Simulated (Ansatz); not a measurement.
**Ba: two-dimensional strain map**

All numbers below come from DFT PBE, scalar-relativistic, plane waves, PAW (Ansatz 0.2.0). Cutoff 420 eV, Γ-centred 9×9×12 k-points, Gaussian smearing of 0.15 eV. No spin polarisation. Energies are free energies at this smearing, counted from the undisturbed cell; pressure is positive in compression.

The starting cell (as given, not relaxed at this level; it stands at 0.2 GPa; this form isn't the usual structure):

```xyz
2
Lattice="6.9961 0.0000 0.0000 -3.4980 6.0588 0.0000 0.0000 0.0000 3.9094" Properties=species:S:1:pos:R:3 pbc="T T T"
Ba    0.0000    4.0392    1.9547
Ba    3.4980    2.0196    1.9547
```

The cell is strained by p along both x and y and by q along z, fractional coordinates fixed. Points are written (p, q).

Energy above the undisturbed cell in meV/atom (a dash: not computed):

| p \ q | -0.080 | -0.040 | 0.000 | 0.040 | 0.080 |
| --- | --- | --- | --- | --- | --- |
| -0.080 | 64.5 | ? | 55.8 | ? | 107.8 |
| -0.040 | 45.5 | – | – | – | – |
| 0.000 | ? | – | 0.0 | – | 25.2 |
| 0.080 | 77.4 | – | 6.9 | – | 11.2 |

Fill in the withheld energies.

(-0.080, -0.040): 49.7; (-0.080, 0.040): 76.8; (0.000, -0.080): 43.2.